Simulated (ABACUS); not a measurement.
Write the native input for ABACUS 3.10.1 that does the following.

- Task: single point
- Functional: PBE
- Potentials or basis: SG15 ONCV 1.2 PBE
- Cutoff: 1361 eV
- Density cutoff: 5442 eV
- Basis: TZDP LCAO (the cutoffs set its grid)
- k mesh: 9 × 9 × 5
- Occupations: fermi-dirac, width 0.05 eV
- Spin: no spin polarisation
- Orbital files: Mg Mg_confined-atom_8au_4s3p2d1f.orb
- Radial cutoff of the potentials (pseudo_rcut): 10 bohr
- SCF threshold on the density: 1e-07
- Max SCF steps: 100
- Eigensolver: genelpa
- Mixing: broyden
- Mixing share: 0.7
- Symmetry key: 1
- Bands: 20

Mg:

```
Mg
1.0
     3.20930    0.00000    0.00000
    -1.60465    2.77934    0.00000
     0.00000    0.00000    5.21030
Mg
2
Cartesian
  1.6047 0.9264 3.9077
  0.0000 1.8529 1.3026
```

These files were run (other wordings do the same):

INPUT

```
INPUT_PARAMETERS
suffix              Mg
calculation         scf
basis_type          lcao
pseudo_dir          ./
orbital_dir         ./
symmetry            1
dft_functional      pbe
ecutwfc             100
pseudo_rcut         10
nspin               1
nbands              20
ks_solver           genelpa
smearing_method     fd
smearing_sigma      0.00367493
scf_thr             1e-07
scf_nmax            100
mixing_type         broyden
mixing_beta         0.7
cal_force           1
cal_stress          1
out_mul             1
out_chg             1
```

STRU

```
ATOMIC_SPECIES
Mg 24.3050 Mg_ONCV_PBE-1.2.upf

NUMERICAL_ORBITAL
Mg_confined-atom_8au_4s3p2d1f.orb

LATTICE_CONSTANT
6.0646980518

LATTICE_VECTORS
1.0000000000 0.0000000000 0.0000000000
-0.5000000000 0.8660254038 0.0000000000
0.0000000000 0.0000000000 1.6235004518

ATOMIC_POSITIONS
Cartesian

Mg
0.0
2
0.5000000000 0.2886751346 1.2176253389 1 1 1
-0.0000000001 0.5773502692 0.4058751130 1 1 1
```

KPT

```
K_POINTS
0
Gamma
9 9 5 0 0 0
```

Potentials or basis: SG15 ONCV 1.2 PBE, TZDP LCAO (the cutoffs set its grid).

Command:

```bash
$ OMP_NUM_THREADS=1 mpirun -np 4 abacus > log
```

It gave:

The pressure is -0.2 GPa and the band gap on the k mesh is none (metal or under the smearing width).

Caveat: the atomic orbitals were generated for these runs and aren't a published set; the basis of atomic orbitals isn't converged, which shifts pressures, moduli and gaps.

Wall time 6.3 s on 4 MPI ranks on Intel(R) Xeon(R) Platinum 8488C (Sapphire Rapids) (shared host), peak memory 0.48 GiB a rank.
